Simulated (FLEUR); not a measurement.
# HgTe (I-4m2) in FLEUR: notebook, part 2 of 2

FLEUR MaX-R8.1 (later development tree). Earlier steps stand in the parts before.

## Step 3: Equation of state, r2SCAN, 27.19 Å³/atom (volume scaled by 0.94)

Changes to inp.xml since step 2:

```diff
@@ -27,3 +27,3 @@
       <xi:include xmlns:xi="http://www.w3.org/2001/XInclude" href="sym.xml"> </xi:include>
-      <bulkLattice scale="1.0">
+      <bulkLattice scale="0.9795861087">
          <bravaisMatrix>
@@ -37,3 +37,3 @@
       <species name="Mercury (Hg)" element="Hg" atomicNumber="80">
-         <mtSphere radius="2.66" gridPoints="879" logIncrement="0.015"/>
+         <mtSphere radius="2.65" gridPoints="879" logIncrement="0.015"/>
          <atomicCutoffs lmax="10" lnonsphr="10"/>
@@ -51,3 +51,3 @@
       <species name="Tellurium (Te)" element="Te" atomicNumber="52">
-         <mtSphere radius="2.66" gridPoints="879" logIncrement="0.015"/>
+         <mtSphere radius="2.65" gridPoints="879" logIncrement="0.015"/>
          <atomicCutoffs lmax="10" lnonsphr="10"/>
```

Potentials or basis: all-electron, FLAPW.

Command:

```sh
$ inpgen -f crystal.txt -profile fastHighL
$ # inp.xml edited to the form shown
$ fleur_MPI
```

Log:

```text
Welcome to FLEUR        (www.flapw.de)
      MaX-Release 8.1          (www.max-centre.eu)
 func_ids         498         497         498         497
 MetaGGA potential functional detected - V_tau will be computed
 Auxiliary Potential for radial basis: exchange=         117  correlation=         130
The functional 'Re-regularized SCAN exchange by Furness et al' is an exchange functional, it belongs to the 'MGGA' family and is defined in the reference(s):
[1] J. W. Furness, A. D. Kaplan, J. Ning, J. P. Perdew, and J. Sun.,  J. Phys. Chem. Lett. 11, 8208-8215 (2020)
[2] J. W. Furness, A. D. Kaplan, J. Ning, J. P. Perdew, and J. Sun.,  J. Phys. Chem. Lett. 11, 9248-9248 (2020)
The functional 'Re-regularized SCAN correlation by Furness et al' is a correlation functional, it belongs to the 'MGGA' family and is defined in the reference(s):
[1] J. W. Furness, A. D. Kaplan, J. Ning, J. P. Perdew, and J. Sun.,  J. Phys. Chem. Lett. 11, 8208-8215 (2020)
[2] J. W. Furness, A. D. Kaplan, J. Ning, J. P. Perdew, and J. Sun.,  J. Phys. Chem. Lett. 11, 9248-9248 (2020)
 Using same functional for VXC and EXC
[... 39 lines left out ...]
 Using same functional for VXC and EXC
 Iteration:     3   Distance:      37.46461291 me/bohr^3
The functional 'Hammer, Hansen, and Norskov' is an exchange functional, it belongs to the 'GGA' family and is defined in the reference(s):
[1] B. Hammer, L. B. Hansen, and J. K. Nørskov.,  Phys. Rev. B 59, 7413 (1999)
[... 75 lines left out ...]
The functional 'Hammer, Hansen, and Norskov' is an exchange functional, it belongs to the 'GGA' family and is defined in the reference(s):
[1] B. Hammer, L. B. Hansen, and J. K. Nørskov.,  Phys. Rev. B 59, 7413 (1999)
The functional 'Perdew, Burke & Ernzerhof' is a correlation functional, it belongs to the 'GGA' family and is defined in the reference(s):
[1] J. P. Perdew, K. Burke, and M. Ernzerhof.,  Phys. Rev. Lett. 77, 3865 (1996)
[2] J. P. Perdew, K. Burke, and M. Ernzerhof.,  Phys. Rev. Lett. 78, 1396 (1997)
 Using same functional for VXC and EXC
 Iteration:    15   Distance:       0.00011397 me/bohr^3
The functional 'Hammer, Hansen, and Norskov' is an exchange functional, it belongs to the 'GGA' family and is defined in the reference(s):
[1] B. Hammer, L. B. Hansen, and J. K. Nørskov.,  Phys. Rev. B 59, 7413 (1999)
The functional 'Perdew, Burke & Ernzerhof' is a correlation functional, it belongs to the 'GGA' family and is defined in the reference(s):
[1] J. P. Perdew, K. Burke, and M. Ernzerhof.,  Phys. Rev. Lett. 77, 3865 (1996)
[2] J. P. Perdew, K. Burke, and M. Ernzerhof.,  Phys. Rev. Lett. 78, 1396 (1997)
 Using same functional for VXC and EXC
 Iteration:    16   Distance:       0.00007904 me/bohr^3

 ********************************************************************
 Run finished successfully
 Stop message:
   all done
 ********************************************************************
```

Run time: 6.1 min. Hardware: 1 thread of Arm Neoverse V1, shared host; peak memory 0.14 GiB.

Results:

| Item | Value |
| --- | --- |
| Free energy | -719926.7978 eV |
| Band gap on the k mesh | none (metal or under the smearing width) |
| Valence electrons inside the program's atomic spheres | Hg 18.56; Te 20.04 (radii Hg 2.65, Te 2.65 bohr) |

Caveat: the meta-GGA is that of a development version, with a GGA for the radial functions and cores and without core tails.

## Step 4: Equation of state, r2SCAN, 27.77 Å³/atom (volume scaled by 0.96)

Changes to inp.xml since step 3:

```diff
@@ -27,3 +27,3 @@
       <xi:include xmlns:xi="http://www.w3.org/2001/XInclude" href="sym.xml"> </xi:include>
-      <bulkLattice scale="0.9795861087">
+      <bulkLattice scale="0.9864848297">
          <bravaisMatrix>
```

Command:

```sh
$ inpgen -f crystal.txt -profile fastHighL
$ # inp.xml edited to the form shown
$ fleur_MPI
```

It took 6.1 min on 1 thread of Arm Neoverse V1, shared host; peak memory 0.14 GiB.

Results (log left out):

* Free energy: -719926.8079 eV
* Band gap on the k mesh: none (metal or under the smearing width)
* Valence electrons inside the program's atomic spheres: Hg 18.54; Te 20.02 (radii Hg 2.65, Te 2.65 bohr)

Caveat: the meta-GGA is that of a development version, with a GGA for the radial functions and cores and without core tails.

## Step 5: Equation of state, r2SCAN, 28.93 Å³/atom

Changes to inp.xml since step 4:

```diff
@@ -27,3 +27,3 @@
       <xi:include xmlns:xi="http://www.w3.org/2001/XInclude" href="sym.xml"> </xi:include>
-      <bulkLattice scale="0.9864848297">
+      <bulkLattice scale="1.0000000000">
          <bravaisMatrix>
```

Command:

```sh
$ inpgen -f crystal.txt -profile fastHighL
$ # inp.xml edited to the form shown
$ fleur_MPI
```

Run time: 6.2 min. Hardware: 1 thread of Arm Neoverse V1, shared host; peak memory 0.14 GiB.

It converged, with:

- Free energy: -719926.8059 eV
- Band gap on the k mesh: none (metal or under the smearing width)
- Valence electrons inside the program's atomic spheres: Hg 18.51; Te 19.99 (radii Hg 2.65, Te 2.65 bohr)

Caveat: the meta-GGA is that of a development version, with a GGA for the radial functions and cores and without core tails.

## Step 6: Equation of state, r2SCAN, 30.09 Å³/atom (volume scaled by 1.04)

Changes to inp.xml since step 5:

```diff
@@ -27,3 +27,3 @@
       <xi:include xmlns:xi="http://www.w3.org/2001/XInclude" href="sym.xml"> </xi:include>
-      <bulkLattice scale="1.0000000000">
+      <bulkLattice scale="1.0131594038">
          <bravaisMatrix>
```

Potentials or basis: all-electron, FLAPW.

Command:

```sh
$ inpgen -f crystal.txt -profile fastHighL
$ # inp.xml edited to the form shown
$ fleur_MPI
```

Run time: 7.2 min. Hardware: 1 thread of Arm Neoverse V1, shared host; peak memory 0.14 GiB.

It converged, with:

```yaml
Free_energy: -719926.7802 eV
Band_gap_on_the_k_mesh: none (metal or under the smearing width)
Valence_electrons_inside_the_program's_atomic_spheres: Hg 18.49; Te 19.97 (radii Hg 2.65, Te 2.65 bohr)
```

Caveat: the meta-GGA is that of a development version, with a GGA for the radial functions and cores and without core tails.

## Step 7: Equation of state, r2SCAN, 30.66 Å³/atom (volume scaled by 1.06)

Changes to inp.xml since step 6:

```diff
@@ -27,3 +27,3 @@
       <xi:include xmlns:xi="http://www.w3.org/2001/XInclude" href="sym.xml"> </xi:include>
-      <bulkLattice scale="1.0131594038">
+      <bulkLattice scale="1.0196128224">
          <bravaisMatrix>
```

Command:

```sh
$ inpgen -f crystal.txt -profile fastHighL
$ # inp.xml edited to the form shown
$ fleur_MPI
```

It took 7.8 min on 1 thread of Arm Neoverse V1, shared host; peak memory 0.14 GiB.

The run converged. Its results:

```
Free energy                                           : -719926.7600 eV
Band gap on the k mesh                                : none (metal or under the smearing width)
Valence electrons inside the program's atomic spheres : Hg 18.48; Te 19.95 (radii Hg 2.65, Te 2.65 bohr)
```

Caveat: the meta-GGA is that of a development version, with a GGA for the radial functions and cores and without core tails.

## Step 8: Equation of state, r2SCAN

No new run: the results of the series are fitted here.

Results:

```yaml
Equilibrium_volume: 28.26 Å³/atom
Bulk_modulus_at_fixed_shape_and_positions: 47 GPa
```

Energy against volume, from the lowest point:
| volume (Å³/atom) | energy (meV/atom) |
| --- | --- |
| 27.193 | 5.08 |
| 27.772 | 0.00 |
| 28.929 | 0.99 |
| 30.086 | 13.85 |
| 30.665 | 23.97 |

Caveat: the meta-GGA is that of a development version, with a GGA for the radial functions and cores and without core tails; the cell was scaled at fixed shape and fractional positions, which overstates the stiffness of a crystal with free parameters, most of all of layers and chains. Spin-orbit coupling is left out, which matters for the levels of Hg, Te.
